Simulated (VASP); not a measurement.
# PbSe (Clausthalite) (Fm-3m) in VASP: further runs, part 2 of 2

VASP 6.6.1. Earlier steps stand in the parts before.

## Step 5: Band structure, HSE06

POSCAR reads:

```
PbSe
1.0
    0.0000000000      3.0606500000      3.0606500000
    3.0606500000      0.0000000000      3.0606500000
    3.0606500000      3.0606500000      0.0000000000
Pb Se
1 1
Direct
    0.0000000000      0.0000000000      0.0000000000
    0.5000000000      0.5000000000      0.5000000000
```

INCAR.step1 reads:

```
SYSTEM = PbSe
ALGO     = Normal         ! electronic algorithm
EDIFF    = 1E-5           ! SCF threshold, eV
ENCUT    = 520            ! plane-wave cutoff, eV
GGA      = PE             ! functional
ISIF     = 2              ! what is computed and relaxed
ISMEAR   = -1             ! smearing method
LASPH    = .TRUE.         ! aspherical terms in the spheres
LCHARG   = .FALSE.        ! write CHGCAR
LREAL    = .FALSE.        ! projectors in reciprocal space
LWAVE    = .TRUE.         ! write WAVECAR
NBANDS   = 17             ! bands
NELM     = 80             ! most SCF steps
PREC     = Accurate       ! precision mode
SIGMA    = 0.05           ! smearing width, eV
```

INCAR.step2 reads:

```
SYSTEM = PbSe
ALGO     = Normal         ! electronic algorithm
EDIFF    = 1E-6           ! SCF threshold, eV
ENCUT    = 520            ! plane-wave cutoff, eV
GGA      = PE             ! functional
HFSCREEN = 0.2            ! screening, 1/A
ISIF     = 2              ! what is computed and relaxed
ISMEAR   = -1             ! smearing method
ISTART   = 1            
LASPH    = .TRUE.         ! aspherical terms in the spheres
LCHARG   = .FALSE.        ! write CHGCAR
LHFCALC  = .TRUE.         ! exact exchange
LREAL    = .FALSE.        ! projectors in reciprocal space
LWAVE    = .FALSE.        ! write WAVECAR
NBANDS   = 17             ! bands
NELM     = 80             ! most SCF steps
PREC     = Accurate       ! precision mode
PRECFOCK = Fast         
SIGMA    = 0.05           ! smearing width, eV
```

KPOINTS reads:

```
k-points
0
G
  4 4 4
  0 0 0
```

KPOINTS_OPT reads:

```
path GXWKGLUWLK,UX
8
line-mode
reciprocal
 0.0000000000  0.0000000000  0.0000000000  G
 0.5000000000  0.0000000000  0.5000000000  X

 0.5000000000  0.0000000000  0.5000000000  X
 0.5000000000  0.2500000000  0.7500000000  W

 0.5000000000  0.2500000000  0.7500000000  W
 0.3750000000  0.3750000000  0.7500000000  K

 0.3750000000  0.3750000000  0.7500000000  K
 0.0000000000  0.0000000000  0.0000000000  G

 0.0000000000  0.0000000000  0.0000000000  G
 0.5000000000  0.5000000000  0.5000000000  L

 0.5000000000  0.5000000000  0.5000000000  L
 0.6250000000  0.2500000000  0.6250000000  U

 0.6250000000  0.2500000000  0.6250000000  U
 0.5000000000  0.2500000000  0.7500000000  W

 0.5000000000  0.2500000000  0.7500000000  W
 0.5000000000  0.5000000000  0.5000000000  L

 0.5000000000  0.5000000000  0.5000000000  L
 0.3750000000  0.3750000000  0.7500000000  K

 0.6250000000  0.2500000000  0.6250000000  U
 0.5000000000  0.0000000000  0.5000000000  X
```

Command:

```
cat potpaw_PBE.64/Pb_d/POTCAR potpaw_PBE.64/Se/POTCAR > POTCAR
cp INCAR.step1 INCAR
mpirun -np 1 vasp_std > vasp.out
cp INCAR.step2 INCAR
mpirun -np 1 vasp_std > vasp.out
```

Wall time 22 min (1 thread of AMD EPYC 9R45 (Zen 5), shared host); peak memory 0.28 GiB.

The run converged. Its results:

```
Free energy             : -9.7532 eV
Pressure                : 1.2 GPa
Band gap on the k mesh  : 0.72 eV, direct
Band gap along the path : 0.72 eV, direct
```

Levels at the corners of the path, in eV from the valence-band top:
```
point  band 7  band 8  band 9  band 10  band 11  band 12  band 13  band 14
    Γ   -6.65   -2.20   -2.20    -2.20     5.50     5.50     5.50     7.17
    X   -7.92   -5.62   -3.68    -3.68     4.17     6.48     6.48     6.95
    X   -7.92   -5.62   -3.68    -3.68     4.17     6.48     6.48     6.95
    W   -8.68   -4.78   -4.78    -0.96     2.43     5.67     5.67     8.57
    W   -8.68   -4.78   -4.78    -0.96     2.43     5.67     5.67     8.57
    K   -8.72   -5.16   -3.12    -2.66     4.00     4.69     6.26     6.49
    K   -8.72   -5.16   -3.12    -2.66     4.00     4.69     6.26     6.49
    Γ   -6.65   -2.20   -2.20    -2.20     5.50     5.50     5.50     7.17
    Γ   -6.65   -2.20   -2.20    -2.20     5.50     5.50     5.50     7.17
    L   -9.63   -1.78   -1.78     0.00     0.72     2.18     2.18     9.34
    L   -9.63   -1.78   -1.78     0.00     0.72     2.18     2.18     9.34
    U   -8.72   -5.16   -3.12    -2.66     4.00     4.69     6.26     6.49
    U   -8.72   -5.16   -3.12    -2.66     4.00     4.69     6.26     6.49
    W   -8.68   -4.78   -4.78    -0.96     2.43     5.67     5.67     8.57
    W   -8.68   -4.78   -4.78    -0.96     2.43     5.67     5.67     8.57
    L   -9.63   -1.78   -1.78     0.00     0.72     2.18     2.18     9.34
    L   -9.63   -1.78   -1.78     0.00     0.72     2.18     2.18     9.34
    K   -8.72   -5.16   -3.12    -2.66     4.00     4.69     6.26     6.49
    U   -8.72   -5.16   -3.12    -2.66     4.00     4.69     6.26     6.49
    X   -7.92   -5.62   -3.68    -3.68     4.17     6.48     6.48     6.95
```

Caveat: the k mesh is coarse (spacing up to 0.44 Å⁻¹), so the values aren't converged, least of all with exact exchange; the PAW data sets were made with another functional, which shifts forces and pressure a little; spin-orbit coupling is left out, which as a rule narrows the gap of such compounds by several tenths of an eV.

## Step 6: For comparison

An earlier run on the cell as given: functional PBEsol; potentials or basis VASP PAW PBE potentials, release 64 (Pb_d, Se); cutoff 520 eV; k mesh 8 × 8 × 8; occupations fermi-dirac, width 0.05 eV; no spin polarisation.

* Pressure: -0.5 GPa
* Band gap on the k mesh: 0.20 eV, direct

## Step 7: The runs side by side

| task | level | potentials or basis | spin | cell | k mesh | grid for exact exchange (PRECFOCK) | screening parameter | ladder | mesh quality | gap on the mesh (eV) | pressure (GPa) |
| --- | --- | --- | --- | --- | --- | --- | --- | --- | --- | --- | --- |
| band structure | LDA | VASP PAW LDA potentials, release 64 (Pb_d, Se) | SOC, no magnetisation | as given | 6 × 6 × 6 | - | - | - | not flagged | - | - |
| band structure | PBEsol | VASP PAW PBE potentials, release 64 (Pb_d, Se) | off | as given | 8 × 8 × 8 | - | - | - | not flagged | 0.20 | - |
| band structure | TB-mBJ | VASP PAW PBE potentials, release 64 (Pb_d, Se) | off | volume scaled by 1.08 | 8 × 8 × 8 | - | - | - | not flagged | 1.10 | - |
| band structure | HSE06 | VASP PAW PBE potentials, release 64 (Pb_d, Se) | off | as given | 4 × 4 × 4 | Fast | 0.2 1/A | - | coarse | 0.72 | 1.2 |
| single point | PBEsol | VASP PAW PBE potentials, release 64 (Pb_d, Se) | off | as given | 8 × 8 × 8 | - | - | free | not flagged | 0.20 | -0.5 |

Alike in all rows: cutoff (eV) 520; smearing fermi-dirac 0.05 eV.

Caveats: some runs use coarse meshes; the PAW data sets were made with another functional, which shifts forces and pressure a little (some runs); spin-orbit coupling is left out, which as a rule narrows the gap of such compounds by several tenths of an eV (some runs).

Absolute energies hang on the potentials; compare differences alone.

## Step 8: Against experiment

Step 3. Against the measured gap of PbSe, 0.15 eV (direct; 4.2 K; a printed reference work, monograph), the calculated 0.20 eV is off by +0.05 eV. 2 values of this kind are on record (0.15 to 0.28 eV); this one was drawn at random. Spin-orbit coupling on Pb, Se is left out. The value is that of PBEsol, without temperature or zero-point motion.
